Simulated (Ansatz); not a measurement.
A crystal relaxed with r2SCAN in Ansatz has space group Pm-3m (No. 221) and a = 4.608 Å.

```tsv
atom	site	x	y	z
Cs	1a	0.0000	0.0000	0.0000
Xx	1b	0.5000	0.5000	0.5000
```

r2SCAN gives an indirect gap of 4.52 eV, from M to Γ; the least direct gap is 4.61 eV at Γ. With HSE06 the valence top lies at M and the conduction bottom at Γ, 4.79 eV higher; the smallest vertical gap, at Γ, is 4.89 eV. PBE gives an indirect gap of 3.80 eV, from M to Γ; the least direct gap is 3.89 eV at Γ. Meshes: r2SCAN 6×6×6, HSE06 4×4×4, PBE 6×6×6. r2SCAN's ε∞ is 3.1 in all directions.

**Question.** Which element is Xx?
A. I
B. F
C. Cl
D. H

**Answer.** A. Xx is I: CsI, CsCl type. Cs has 8 I at 3.99 Å; I has 8 Cs at 3.99 Å.

No spin polarisation and no zero-point or thermal motion.

No spin-orbit coupling is included; it can move band edges with weight on the heavy atoms by tenths of an eV.

The meshes of the hybrids are coarse, so their gaps aren't converged to the digits shown.
